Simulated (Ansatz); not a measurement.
# TiAl2: tests of the settings

This session on TiAl2 sets out to make a cell with atoms moved and axes strained at random, then see how the plane-wave cutoff on the displaced cell moves the results.

Computed with Ansatz 0.2.0 (DFT r2SCAN, scalar-relativistic, plane waves, PAW, unless a step's input says otherwise).

2 further runs of the same task are left out: 1 for a broken database entry, 1 set aside as unsound or not needed. Runs told in other sessions of the task aren't counted.

**1. The starting structure**

It takes space group Cmmm (No. 65, orthorhombic). Conventional cell: a = 3.959 Å, b = 12.094 Å, c = 4.032 Å, α = 90.00°, β = 90.00°, γ = 90.00°. Ti (site symmetry m2m) has 10 Al at 2.68 to 2.92 Å in its first shell of neighbours. Around Al (site symmetry mmm) lie 4 Ti at 2.68 Å and 8 Al at 2.83 to 2.93 Å. Al (site symmetry m2m) is surrounded by 6 Al at 2.67 to 2.93 Å and 6 Ti at 2.84 to 2.92 Å. Al (site symmetry mmm) is surrounded by 4 Ti at 2.70 Å and 8 Al at 2.83 to 2.91 Å.

As a file:

```cif
data_structure
_symmetry_space_group_name_H-M 'Cmmm'
_symmetry_Int_Tables_number 65
_cell_length_a 3.9591
_cell_length_b 12.0944
_cell_length_c 4.0315
_cell_angle_alpha 90.000
_cell_angle_beta 90.000
_cell_angle_gamma 90.000
_cell_volume 193.04
loop_
_atom_site_label
_atom_site_type_symbol
_atom_site_symmetry_multiplicity
_atom_site_Wyckoff_symbol
_atom_site_fract_x
_atom_site_fract_y
_atom_site_fract_z
_atom_site_occupancy
Ti1 Ti 4 i 0.50000 0.85100 0.00000 1
Al1 Al 2 a 0.00000 0.00000 0.00000 1
Al2 Al 4 j 0.50000 0.67600 0.50000 1
Al3 Al 2 c 0.50000 0.00000 0.50000 1
```

Source of the structure: the Crystallography Open Database. It is taken as it stands there.

**2. The base run, which the others are set against**

input.yaml reads:

```yaml
crystal:
  lattice:
    - [1.97955, -6.0472, 0.0]
    - [1.97955, 6.0472, 0.0]
    - [0.0, 0.0, 4.0315]
  atoms:
    - { symbol: Ti, position: [0.649, 0.351, 0.0] }
    - { symbol: Ti, position: [0.351, 0.649, 0.0] }
    - { symbol: Al, position: [0.0, 0.0, 0.0] }
    - { symbol: Al, position: [0.824, 0.176, 0.5] }
    - { symbol: Al, position: [0.176, 0.824, 0.5] }
    - { symbol: Al, position: [0.5, 0.5, 0.5] }
basis:
  ecutwfc: 500
kpoints:
  mp_grid: { grid: [10, 10, 10] }
hamiltonian:
  xc: r2scan
scf:
  occupations: { method: gaussian, width: 0.1 }
output:
  forces: true
  stress: true
  eigenvalues: true
  populations: true
  write_density: true
  write_potential: true
  elf: true
  volumetric_format: npy
```

It was run beforehand and gave: -1195.5176 eV/atom at zero smearing, pressure -1.82 GPa, largest force 0.968 eV/Å, no gap on the mesh, in 7 SCF cycles and 66 s.

**3. Atoms moved at random, cell strained**

input.yaml reads:

```yaml
crystal:
  lattice:
    - [1.9867915778, -5.9691929361, 0.0021354797]
    - [2.0411216255, 5.9869778689, 0.0550771964]
    - [0.0582589234, 0.0176473848, 4.1238670175]
  atoms:
    - { symbol: Ti, position: [0.6530810729, 0.3572978994, 0.0026407882] }
    - { symbol: Ti, position: [0.3501598926, 0.6465156491, 0.0070038384] }
    - { symbol: Al, position: [0.0092213345, 0.0099272757, 0.0186379063] }
    - { symbol: Al, position: [0.8202782781, 0.1715917735, 0.5079580568] }
    - { symbol: Al, position: [0.1578646697, 0.828038212, 0.505996705] }
    - { symbol: Al, position: [0.4933251039, 0.4923950543, 0.4865820119] }
basis:
  ecutwfc: 500
kpoints:
  mp_grid: { grid: [8, 8, 8] }
hamiltonian:
  xc: r2scan
scf:
  occupations: { method: gaussian, width: 0.1 }
output:
  forces: true
  stress: true
  eigenvalues: true
```

The run is started by

```sh
ansatz run input.yaml --threads 1 --pin off --max-ram 2560MiB --backend cpu --events-out ev --progress --plain --runs-dir out
```

Log, cut to the lines that bear on the results:

```text
Warning: RAYON_NUM_THREADS=1 ignored (pool sized by the plan → 1); use --threads N
[...]
Pseudopotentials: kind: paw
Pseudopotential: Ti, paw, valence charge 12, recommended cutoff 500 eV (meta_gga), Ti.paw.azcp
Pseudopotential: Al, paw, valence charge 3, recommended cutoff 500 eV (meta_gga), Al.paw.azcp
Functional definition: r2SCAN
[...]
Crystal: 6 atoms, lattice volume = 99.276 Å³
Basis set: ecut = 500 eV, 2545 PW (Γ), exchange–correlation on 192×192×128 points (64 copies of the dense FFT grid, shifted against one another)
Bands: 24, of which v1, the nominal top of the filled ones, is band 18 counted from 1 (17 counted from 0)
Symmetry: 1 space group operations
Space group: P1 (ITA 1), of the structure as read, at distance tolerance 4.6e-5 Å
k-points: 260 of 512 (time reversal used)
[...]
SCF iter   1: F=—  HF=-7172.791773 eV  |F-HF|=—  |Δ(HF+E_count)|=         —  Δρ=1.20e-2  dr2=1.66e-1  dr2_τ=4.19e-2  ethr=1.77e-3  ⟨swp⟩=6.3  Hψ=32327  notcnv=0
[...]
SCF iter   8: F=-7172.854325 eV  HF=-7172.854325 eV  |F-HF|=3.53e-8  |Δ(HF+E_count)|=   2.87e-7  Δρ=5.54e-6  dr2=3.57e-8  dr2_τ=1.09e-9  ethr=2.78e-10  ⟨swp⟩=9.0  Hψ=26576  notcnv=0
[...]
SCF converged after 8 iterations
Free energy (F): -7172.854325 eV
[...]
E sigma→0 (E₀):  -7172.847784 eV
Entropy (-TS):   -0.013081 eV (-2.180 meV/atom)
Fermi energy:    9.828390 eV
[...]
--- Forces (eV/Å), atoms counted from 1 ---
  atom   1  Ti    -0.10847631    -1.05093491    -0.03167354
  atom   2  Ti     0.07118690     1.34473306    -0.30096226
  atom   3  Al    -0.35917211     0.11603487    -0.45781953
  atom   4  Al     0.05293107     0.05417663    -0.05837191
  atom   5  Al     0.19673114    -0.68462209    -0.00865921
  atom   6  Al     0.14679881     0.22062313     0.85749536
[...]
--- Stress (GPa, compression-positive) ---
       -5.604004      -0.565652      -2.087316
       -0.565652       0.055439      -1.000412
       -2.087315      -1.000412      -7.038499
  P = ⅓ Tr σ = -4.1957 GPa (-41.957 kbar)
--- Band table (eV; the first three rows and the last of 260) ---
  k-point 0: bands = ["-49.4213", "-49.4027", "-24.7163", "-24.6950", "-24.6434", "-24.6419", "-24.5897", "-24.5158", "-0.6120", "3.7528", "3.8323", "7.3442", "7.5335", "7.7923", "8.1434", "8.9723", "9.1479", "9.2894", "10.2592", "10.4696", "10.6375", "10.6636", "11.6068", "12.4967"]
[...]
```

Run time: 2 min. Hardware: 1 thread of Arm Neoverse V1, shared host; peak memory 1 GiB.

The change: all atoms moved at random (spread 0.04 Å), cell strained at random (1 %), on a 8×8×8 mesh.

Result: -1195.4746 eV/atom at zero smearing, pressure -4.20 GPa, largest force 1.380 eV/Å and no gap on the mesh.

**4. Plane-wave cutoff on the displaced cell set to 200 eV**

Edit input.yaml of step 3 so:

```diff
@@ -13,3 +13,3 @@
 basis:
-  ecutwfc: 500
+  ecutwfc: 200
 kpoints:
```

The run is started by

```sh
ansatz run input.yaml --threads 1 --pin off --max-ram 2560MiB --backend cpu --events-out ev --progress --plain --runs-dir out
```

Log, cut to the lines that bear on the results:

```text
Warning: basis.ecutwfc = 200 eV is below the records' recommended 500 eV, and the density's cutoff is lower with it unless basis.ecutrho_ratio is high enough to keep the records' density cutoff: compare with a run at a higher cutoff
Warning: RAYON_NUM_THREADS=1 ignored (pool sized by the plan → 1); use --threads N
[...]
[... 4 set-up lines as earlier in the session ...]
[...]
Crystal: 6 atoms, lattice volume = 99.276 Å³
Basis set: ecut = 200 eV, 651 PW (Γ), exchange–correlation on 120×120×80 points (64 copies of the dense FFT grid, shifted against one another)
Bands: 24, of which v1, the nominal top of the filled ones, is band 18 counted from 1 (17 counted from 0)
[... 2 set-up lines as earlier in the session ...]
k-points: 260 of 512 (time reversal used)
[...]
SCF iter   1: F=—  HF=-7162.066816 eV  |F-HF|=—  |Δ(HF+E_count)|=         —  Δρ=6.66e-2  dr2=3.63e0  dr2_τ=4.78e-1  ethr=1.77e-3  ⟨swp⟩=6.3  Hψ=32032  notcnv=0
[...]
SCF iter   9: F=-7160.900400 eV  HF=-7160.900400 eV  |F-HF|=1.19e-9  |Δ(HF+E_count)|=   7.39e-9  Δρ=1.56e-6  dr2=3.07e-9  dr2_τ=7.71e-11  ethr=2.67e-10  ⟨swp⟩=2.0  Hψ=18764  notcnv=0
[...]
SCF converged after 9 iterations
Free energy (F): -7160.900400 eV
[...]
E sigma→0 (E₀):  -7160.893569 eV
Entropy (-TS):   -0.013662 eV (-2.277 meV/atom)
Fermi energy:    9.909946 eV
[...]
--- Forces (eV/Å), atoms counted from 1 ---
  atom   1  Ti    -0.10095168    -0.83358262    -0.02597130
  atom   2  Ti     0.12990935     1.09491747    -0.24274437
  atom   3  Al    -0.29831825     0.11873890    -0.41402608
  atom   4  Al     0.03488203    -0.05420789    -0.05231820
  atom   5  Al     0.12763398    -0.51932821     0.02394495
  atom   6  Al     0.10685037     0.19348892     0.71097395
[...]
--- Stress (GPa, compression-positive) ---
       -8.618541      -0.724321      -1.362439
       -0.724321      -3.652757      -1.051986
       -1.362439      -1.051986      -8.587757
  P = ⅓ Tr σ = -6.9530 GPa (-69.530 kbar)
--- Band table (eV; the first three rows and the last of 260) ---
[... band rows left out ...]
[...]
```

It took 50 s on 1 thread of Arm Neoverse V1, shared host; peak memory 0.55 GiB.

This run gives -1193.4823 eV/atom at zero smearing, pressure -6.95 GPa, largest force 1.129 eV/Å and no gap on the mesh. The log warns that the cutoff lies under the recommended one.

**5. Plane-wave cutoff on the displaced cell set to 250 eV**

Edit input.yaml of step 4 so:

```diff
@@ -13,3 +13,3 @@
 basis:
-  ecutwfc: 200
+  ecutwfc: 250
 kpoints:
```

The run is started by

```sh
ansatz run input.yaml --threads 1 --pin off --max-ram 2560MiB --backend cpu --events-out ev --progress --plain --runs-dir out
```

Log, cut to the lines that bear on the results:

```text
Warning: basis.ecutwfc = 250 eV is below the records' recommended 500 eV, and the density's cutoff is lower with it unless basis.ecutrho_ratio is high enough to keep the records' density cutoff: compare with a run at a higher cutoff
Warning: RAYON_NUM_THREADS=1 ignored (pool sized by the plan → 1); use --threads N
[...]
[... 4 set-up lines as earlier in the session ...]
[...]
Crystal: 6 atoms, lattice volume = 99.276 Å³
Basis set: ecut = 250 eV, 893 PW (Γ), exchange–correlation on 144×144×96 points (64 copies of the dense FFT grid, shifted against one another)
Bands: 24, of which v1, the nominal top of the filled ones, is band 18 counted from 1 (17 counted from 0)
[... 2 set-up lines as earlier in the session ...]
k-points: 260 of 512 (time reversal used)
[...]
SCF iter   8: F=-7170.470623 eV  HF=-7170.470623 eV  |F-HF|=8.06e-10  |Δ(HF+E_count)|=   3.75e-8  Δρ=3.24e-6  dr2=9.20e-9  dr2_τ=5.27e-10  ethr=2.78e-10  ⟨swp⟩=9.3  Hψ=26451  notcnv=0
[...]
SCF converged after 8 iterations
Free energy (F): -7170.470623 eV
[...]
E sigma→0 (E₀):  -7170.464028 eV
Entropy (-TS):   -0.013191 eV (-2.198 meV/atom)
Fermi energy:    9.850196 eV
[...]
--- Forces (eV/Å), atoms counted from 1 ---
  atom   1  Ti    -0.11461993    -1.21714161    -0.00230377
  atom   2  Ti     0.02711693     1.54083924    -0.29158815
  atom   3  Al    -0.35540401     0.11887944    -0.46889709
  atom   4  Al     0.05434373     0.11055400    -0.06255267
  atom   5  Al     0.22408882    -0.77692375    -0.01410267
  atom   6  Al     0.16445876     0.22384697     0.83942897
[...]
--- Stress (GPa, compression-positive) ---
       -3.886440      -0.490888      -2.355663
       -0.490888       1.714968      -1.057953
       -2.355663      -1.057953      -5.106479
  P = ⅓ Tr σ = -2.4260 GPa (-24.260 kbar)
--- Band table (eV; the first three rows and the last of 260) ---
[... band rows left out ...]
[...]
```

Run time: 55 s. Hardware: 1 thread of Arm Neoverse V1, shared host; peak memory 0.67 GiB.

This run gives -1195.0773 eV/atom at zero smearing, pressure -2.43 GPa, largest force 1.568 eV/Å and no gap on the mesh. The log warns that the cutoff lies under the recommended one.

**6. Plane-wave cutoff on the displaced cell: 300 eV**

Edit input.yaml of step 5 so:

```diff
@@ -13,3 +13,3 @@
 basis:
-  ecutwfc: 250
+  ecutwfc: 300
 kpoints:
```

The run is started by

```sh
ansatz run input.yaml --threads 1 --pin off --max-ram 2560MiB --backend cpu --events-out ev --progress --plain --runs-dir out
```

Log, cut to the lines that bear on the results:

```text
Warning: basis.ecutwfc = 300 eV is below the records' recommended 500 eV, and the density's cutoff is lower with it unless basis.ecutrho_ratio is high enough to keep the records' density cutoff: compare with a run at a higher cutoff
Warning: RAYON_NUM_THREADS=1 ignored (pool sized by the plan → 1); use --threads N
[...]
[... 4 set-up lines as earlier in the session ...]
[...]
Crystal: 6 atoms, lattice volume = 99.276 Å³
Basis set: ecut = 300 eV, 1169 PW (Γ), exchange–correlation on 144×144×96 points (64 copies of the dense FFT grid, shifted against one another)
Bands: 24, of which v1, the nominal top of the filled ones, is band 18 counted from 1 (17 counted from 0)
[... 2 set-up lines as earlier in the session ...]
k-points: 260 of 512 (time reversal used)
[...]
SCF iter   8: F=-7172.501397 eV  HF=-7172.501397 eV  |F-HF|=1.60e-8  |Δ(HF+E_count)|=   4.35e-8  Δρ=4.55e-6  dr2=2.18e-8  dr2_τ=6.01e-10  ethr=2.78e-10  ⟨swp⟩=7.0  Hψ=25864  notcnv=0
[...]
SCF converged after 8 iterations
Free energy (F): -7172.501397 eV
[...]
E sigma→0 (E₀):  -7172.494862 eV
Entropy (-TS):   -0.013071 eV (-2.178 meV/atom)
Fermi energy:    9.830681 eV
[...]
--- Forces (eV/Å), atoms counted from 1 ---
  atom   1  Ti    -0.10906874    -1.06774934    -0.03648854
  atom   2  Ti     0.07859221     1.34998796    -0.31436127
  atom   3  Al    -0.37256537     0.12356833    -0.48172420
  atom   4  Al     0.05117382     0.04646576    -0.05688601
  atom   5  Al     0.19934212    -0.68627308    -0.00524270
  atom   6  Al     0.15251632     0.23404786     0.89470334
[...]
--- Stress (GPa, compression-positive) ---
       -5.458047      -0.593276      -2.122448
       -0.593275       0.201369      -1.024525
       -2.122448      -1.024525      -7.269395
  P = ⅓ Tr σ = -4.1754 GPa (-41.754 kbar)
--- Band table (eV; the first three rows and the last of 260) ---
[... band rows left out ...]
[...]
```

Run time: 66 s. Hardware: 1 thread of Arm Neoverse V1, shared host; peak memory 0.64 GiB.

Read-out: -1195.4158 eV/atom at zero smearing, pressure -4.18 GPa, largest force 1.388 eV/Å and no gap on the mesh. The log warns that the cutoff lies under the recommended one.

**7. Plane-wave cutoff on the displaced cell set to 350 eV**

Edit input.yaml of step 6 so:

```diff
@@ -13,3 +13,3 @@
 basis:
-  ecutwfc: 300
+  ecutwfc: 350
 kpoints:
```

The run is started by

```sh
ansatz run input.yaml --threads 1 --pin off --max-ram 2560MiB --backend cpu --events-out ev --progress --plain --runs-dir out
```

Log, cut to the lines that bear on the results:

```text
Warning: basis.ecutwfc = 350 eV is below the records' recommended 500 eV, and the density's cutoff is lower with it unless basis.ecutrho_ratio is high enough to keep the records' density cutoff: compare with a run at a higher cutoff
Warning: RAYON_NUM_THREADS=1 ignored (pool sized by the plan → 1); use --threads N
[...]
[... 4 set-up lines as earlier in the session ...]
[...]
Crystal: 6 atoms, lattice volume = 99.276 Å³
Basis set: ecut = 350 eV, 1473 PW (Γ), exchange–correlation on 160×160×108 points (64 copies of the dense FFT grid, shifted against one another)
Bands: 24, of which v1, the nominal top of the filled ones, is band 18 counted from 1 (17 counted from 0)
[... 2 set-up lines as earlier in the session ...]
k-points: 260 of 512 (time reversal used)
[...]
SCF iter   8: F=-7172.804187 eV  HF=-7172.804187 eV  |F-HF|=2.77e-8  |Δ(HF+E_count)|=   2.74e-7  Δρ=5.55e-6  dr2=3.81e-8  dr2_τ=1.02e-9  ethr=2.78e-10  ⟨swp⟩=8.8  Hψ=26040  notcnv=0
[...]
SCF converged after 8 iterations
Free energy (F): -7172.804187 eV
[...]
E sigma→0 (E₀):  -7172.797647 eV
Entropy (-TS):   -0.013080 eV (-2.180 meV/atom)
Fermi energy:    9.829325 eV
[...]
--- Forces (eV/Å), atoms counted from 1 ---
  atom   1  Ti    -0.10697475    -1.04868393    -0.03218168
  atom   2  Ti     0.07213773     1.34231757    -0.30265659
  atom   3  Al    -0.35955925     0.11559460    -0.45660028
  atom   4  Al     0.05356696     0.05288167    -0.05867460
  atom   5  Al     0.19567750    -0.68166351    -0.00873777
  atom   6  Al     0.14514440     0.21959286     0.85885495
[...]
--- Stress (GPa, compression-positive) ---
       -5.647694      -0.567637      -2.072247
       -0.567637       0.029567      -1.004449
       -2.072246      -1.004449      -7.055254
  P = ⅓ Tr σ = -4.2245 GPa (-42.245 kbar)
--- Band table (eV; the first three rows and the last of 260) ---
[... band rows left out ...]
[...]
```

Wall time 88 s (1 thread of Arm Neoverse V1, shared host); peak memory 0.72 GiB.

Read-out: -1195.4663 eV/atom at zero smearing, pressure -4.22 GPa, largest force 1.378 eV/Å and no gap on the mesh. The log warns that the cutoff lies under the recommended one.

**8. Plane-wave cutoff on the displaced cell set to 600 eV**

Edit input.yaml of step 7 so:

```diff
@@ -13,3 +13,3 @@
 basis:
-  ecutwfc: 350
+  ecutwfc: 600
 kpoints:
```

The run is started by

```sh
ansatz run input.yaml --threads 1 --pin off --max-ram 2560MiB --backend cpu --events-out ev --progress --plain --runs-dir out
```

Log, cut to the lines that bear on the results:

```text
Warning: RAYON_NUM_THREADS=1 ignored (pool sized by the plan → 1); use --threads N
[...]
[... 4 set-up lines as earlier in the session ...]
[...]
Crystal: 6 atoms, lattice volume = 99.276 Å³
Basis set: ecut = 600 eV, 3293 PW (Γ), exchange–correlation on 216×216×144 points (64 copies of the dense FFT grid, shifted against one another)
Bands: 24, of which v1, the nominal top of the filled ones, is band 18 counted from 1 (17 counted from 0)
[... 2 set-up lines as earlier in the session ...]
k-points: 260 of 512 (time reversal used)
[...]
SCF iter   1: F=—  HF=-7172.796497 eV  |F-HF|=—  |Δ(HF+E_count)|=         —  Δρ=1.20e-2  dr2=1.65e-1  dr2_τ=4.13e-2  ethr=1.77e-3  ⟨swp⟩=6.3  Hψ=32494  notcnv=0
[...]
SCF iter   8: F=-7172.859173 eV  HF=-7172.859173 eV  |F-HF|=3.59e-8  |Δ(HF+E_count)|=   2.92e-7  Δρ=5.55e-6  dr2=3.58e-8  dr2_τ=1.10e-9  ethr=2.78e-10  ⟨swp⟩=9.0  Hψ=26617  notcnv=0
[...]
SCF converged after 8 iterations
Free energy (F): -7172.859173 eV
[...]
E sigma→0 (E₀):  -7172.852632 eV
Entropy (-TS):   -0.013082 eV (-2.180 meV/atom)
Fermi energy:    9.828471 eV
[...]
--- Forces (eV/Å), atoms counted from 1 ---
  atom   1  Ti    -0.10868763    -1.05062150    -0.03163242
  atom   2  Ti     0.07114588     1.34455902    -0.30090175
  atom   3  Al    -0.35905591     0.11601150    -0.45762481
  atom   4  Al     0.05293454     0.05423225    -0.05837640
  atom   5  Al     0.19688528    -0.68473979    -0.00873040
  atom   6  Al     0.14677646     0.22056861     0.85727092
[...]
--- Stress (GPa, compression-positive) ---
       -5.598111      -0.565493      -2.089247
       -0.565493       0.062078      -1.000389
       -2.089246      -1.000389      -7.032465
  P = ⅓ Tr σ = -4.1895 GPa (-41.895 kbar)
--- Band table (eV; the first three rows and the last of 260) ---
[... band rows left out ...]
[...]
```

Run time: 2.6 min. Hardware: 1 thread of Arm Neoverse V1, shared host; peak memory 1.3 GiB.

This run gives -1195.4754 eV/atom at zero smearing, pressure -4.19 GPa, largest force 1.380 eV/Å and no gap on the mesh.

**9. What the plane-wave cutoff on the displaced cell changes**

Energies are per atom, extrapolated to zero smearing, and count from the run at 600 eV. Pressure is positive in compression and holds a correction for the finite cutoff (Pulay stress).

| cutoff (eV) | ΔE (meV/atom) | pressure (GPa) | largest change of a force component (eV/Å) | plane waves at Γ | SCF cycles | CPU time |
| --- | --- | --- | --- | --- | --- | --- |
| 200 | 1993 | -6.95 | 0.250 | 651 | 9 | 50 s |
| 250 | 398 | -2.43 | 0.196 | 893 | 8 | 55 s |
| 300 | 59.6 | -4.18 | 0.037 | 1169 | 8 | 66 s |
| 350 | 9.16 | -4.22 | 0.003 | 1473 | 8 | 88 s |
| 500 | 0.81 | -4.20 | 0.000 | 2545 | 8 | 2 min |
| 600 | 0.00 | -4.19 | 0.000 | 3293 | 8 | 2.6 min |

The times were taken beside other jobs on the same host; read them as orders of magnitude.

**10. What came out**

| quantity | value |
| --- | --- |
| displaced cell | pressure -4.2 GPa, no gap on the mesh |
| plane-wave cutoff on the displaced cell: within 10 and 1 meV/atom of 600 eV from | 350 eV for 10; 500 eV for 1 |

**Reading.** In the sweep of the plane-wave cutoff on the displaced cell, 500 eV already comes within 1 meV/atom of the reference, and so do all later runs, at about 0.77 of the reference's time. That is measured against the best run here, which may itself be short of the limit. Total energies converge more slowly with the cutoff than differences between like structures do. The pressure is off by up to 2.8 GPa. Forces stay within 0.01 eV/Å of the reference from 350 eV on. The listed cell is far from this method's equilibrium (-1.8 GPa, forces up to 0.97 eV/Å), so its values are not those of the relaxed crystal. The settings are coarse, so take the values as rough.
